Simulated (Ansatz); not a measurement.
HfN under pressure: fit and missing row

HfN, P6_3/mmc, a = 3.128 Å, c = 5.391 Å. This isn't the usual stable structure of the compound. Ansatz: PBEsol, PAW, 420 eV, Γ-centred 18×18×8 mesh on 4 atoms, Gaussian smearing 0.10 eV; no spin polarisation. Cell and atoms are relaxed at each pressure, and no other structure is tried, so the rows at high pressure may lie past a change of phase.

```tsv
V (Å³/atom)	P (GPa)
10.195	40.03
10.722	19.99
11.042	10.00
?	5.05
11.334	2.05
11.418	-0.03
11.502	-2.04
```

Question: Take V0 = 11.418 Å³/atom, count pressures from its P0 = -0.03 GPa, fit the third-order Birch–Murnaghan form to the other rows, and predict the missing volume.

Answer: With the Eulerian strain f = ½[(V0/V)^(2/3) − 1] and y = (P − P0)/[3f(1 + 2f)^(5/2)], the form is the line y = B0 + 1.5 B0 (B0′ − 4) f. Rows (f, y): 0.03923, 281.8; 0.02141, 280.7; 0.01129, 280.1; 0.00247, 277.3; -0.00244, 278.0. Means f = 0.01439, y = 279.58; Σ(Δf)² = 0.001101, ΣΔfΔy = 0.1152; the slope is their ratio. y = 278.1 + 104.6 f GPa, so B0 = 278.1 GPa and B0′ = 4 + 2 × (104.6)/(3 × 278.1) = 4.25. P = 5.05 GPa is met at f = 0.00590 (y = 278.72), so V = V0 (1 + 2f)^(−3/2) = 11.219 Å³/atom. The run gave 11.220 Å³/atom, so the fit is 0.001 Å³/atom too low, within twice the rms miss on the fitted rows (0.0008 Å³/atom).

Spin–orbit coupling is left out, which can shift energies with elements as heavy as these.